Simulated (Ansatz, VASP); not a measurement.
Given: the input of a run of Ansatz 0.2.0 on MnS.

Contents of input.yaml:

```yaml
crystal:
  lattice:
    - [0.0, 2.4734634191, 2.4734634191]
    - [2.4734634191, 0.0, 2.4734634191]
    - [2.4734634191, 2.4734634191, 0.0]
  atoms:
    - { symbol: Mn, position: [0.0, 0.0, 0.0], spin: 4.0 }
    - { symbol: S, position: [0.75, 0.75, 0.75] }
hamiltonian:
  xc: pbesol
  pseudopotentials: { kind: paw }
magnetization:
  spin_polarized: true
kpoints:
  mp_grid: { grid: [9, 9, 9] }
scf:
  occupations: { method: fermi_dirac, width: 0.05 }
output:
  forces: true
  stress: true
  eigenvalues: true
```

Potentials or basis: Ansatz PAW.

Command:

```console
$ ansatz run input.yaml --threads 1 --pin off --max-ram 3584MiB --backend cpu --events-out ev --progress --plain --runs-dir out
```

Q: Set up the same calculation for VASP 6.6.1. Potentials there: VASP PAW PBE potentials, release 64 (Mn_pv, S).

A: As run (the cutoff follows the program's own potentials):

File INCAR:

```
PREC = Accurate
ENCUT = 520
EDIFF = 1E-7
ISMEAR = -1
SIGMA = 0.05
LREAL = F
LASPH = T
NELM = 150
ALGO = Normal
ISIF = 2
LWAVE = F
LCHARG = F
ISPIN = 2
MAGMOM = 4 0
LORBIT = 11
LMAXMIX = 4
GGA = PS
NBANDS = 20
```

File KPOINTS:

```
regular mesh
0
Gamma
  9 9 9
```

Contents of POSCAR:

```
MnS
1.0
    0.0000000000      2.4734634191      2.4734634191
    2.4734634191      0.0000000000      2.4734634191
    2.4734634191      2.4734634191      0.0000000000
Mn S
1 1
Direct
    0.0000000000      0.0000000000      0.0000000000
    0.7500000000      0.7500000000      0.7500000000
```

Potentials or basis: VASP PAW PBE potentials, release 64 (Mn_pv, S).

The run is started by

```bash
$ cat potpaw_PBE.64/Mn_pv/POTCAR potpaw_PBE.64/S/POTCAR > POTCAR
$ mpirun -np 1 vasp_std > vasp.out
```

Both were run:

|  | VASP | Ansatz | Ansatz less VASP |
| --- | --- | --- | --- |
| gap on the k mesh at the Fermi level (eV) | none | none | - |
| pressure (GPa) | -2.8 | -3.0 | -0.23 |
| net moment per atom (μB) | 0.12 | 0.12 | +0.002 |
| size of the moment on the site where the two differ most (μB) | 0.23 | 0.20 | -0.020 |

Site moments also hang on the region over which each program counts them. A gap of «none» marks a metal or a gap that the smearing closes. The two sets of potentials don't hold the same shells in valence.

Caveats: the moment fell far below its start of 4 μB, so a state of higher moment may lie lower in energy; semilocal functionals often make such compounds metallic where correlation or magnetic order opens a gap, which also shifts bond lengths; the PAW data sets were made with another functional, which shifts forces and pressure a little (VASP); the PAW data sets come from PBE, with cores solved anew for the run's functional, which leaves a small shift of forces and pressure (Ansatz); the starting moments weren't kept (Ansatz). With open d or f shells a metallic result of PBEsol can be an artefact of self-interaction; +U or a hybrid may open a gap.
